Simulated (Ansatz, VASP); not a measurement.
One calculation of KCl, two programs

```
CELL_PARAMETERS angstrom
4.54307 0.00000 0.00000
0.00000 4.54307 0.00000
0.00000 0.00000 16.54360
ATOMIC_POSITIONS crystal
K 0.00000 0.50000 0.00000
K 0.00000 0.50000 0.50000
K 0.50000 0.00000 0.25000
K 0.50000 0.00000 0.75000
Cl 0.50000 0.50000 0.12500
Cl 0.50000 0.50000 0.62500
Cl 0.50000 0.50000 0.37500
Cl 0.50000 0.50000 0.87500
```

Alike in both runs: task single point; functional PBE; k mesh 4 × 4 × 1; occupations gaussian, width 0.1 eV; no spin polarisation.

```csv
,VASP,Ansatz
version,VASP 6.6.1,Ansatz 0.2.0
potentials or method,"VASP PAW PBE potentials, release 64 (K_sv, Cl)","scalar-relativistic, plane waves, PAW"
plane-wave cutoff (eV),520,420
valence electrons in the cell,64,64
```

|  | VASP | Ansatz | Ansatz less VASP |
| --- | --- | --- | --- |
| gap on the k mesh at the Fermi level (eV) | 4.01 | 4.02 | +0.002 |
| least direct gap on the mesh (eV) | 4.01 | 4.02 | +0.002 |
| pressure (GPa) | 0.0 | 0.0 | -0.01 |

The functional is the same, so the differences come from potentials, cutoffs and numerics.
